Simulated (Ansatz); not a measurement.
Phonon spectrum of Al

Theory: Ansatz, DFT PBEsol, scalar-relativistic, plane waves, PAW. Cutoff 420 eV, 20×20×20 k-points (Γ-centred), Fermi-Dirac smearing of 0.15 eV. No spin polarisation. Phonons by linear response, acoustic sum rule imposed.

Equilibrium structure at this level:
```
Al
1.0
     0.00000    2.00823    2.00823
     2.00823    0.00000    2.00823
     2.00823    2.00823    0.00000
Al
1
Direct
  0.00000 0.00000 0.00000
```

In a metal, frequencies and elastic constants depend on the k mesh and the smearing, soft modes and shear constants most. Some empty bands missed the eigensolver's threshold. The q mesh is coarse, so values between its points are rough.

Force constants from linear response on a 2×2×2 q mesh.

Path: Γ–X–U | K–Γ–L–W–X. Distance along the path (Å⁻¹), then the branches (cm⁻¹, negative for imaginary):
```
0.000  0 0 0
0.196  41 41 64
0.391  80 80 126
0.587  115 115 183
0.782  145 145 232
0.978  169 169 271
1.173  186 186 301
1.369  197 197 319
1.564  200 200 325
1.633  200 201 324
1.703  199 205 323
1.772  198 210 320
1.841  196 217 317
1.910  194 224 313
1.979  191 233 308
2.048  188 242 303
2.117  184 251 296
2.117  184 251 296
2.325  170 272 272
2.532  153 242 281
2.740  132 208 273
2.947  109 170 247
3.155  84 129 204
3.362  57 87 145
3.569  28 44 75
3.777  0 0 0
3.946  28 28 64
4.115  55 55 125
4.285  80 80 182
4.454  101 101 231
4.623  119 119 272
4.793  132 132 302
4.962  140 140 321
5.131  143 143 327
5.270  145 150 326
5.408  150 168 322
5.546  157 192 315
5.685  167 217 306
5.823  178 239 295
5.961  190 257 284
6.099  199 268 275
6.238  203 272 272
6.335  202 259 283
6.433  202 247 293
6.531  202 235 302
6.629  201 224 310
6.726  201 214 316
6.824  200 207 321
6.922  200 202 324
7.020  200 200 325
```

Cost: 1 run of about 0.64 core-minutes, on Intel Xeon Platinum 8175M (Skylake/Cascade Lake) (shared hosts).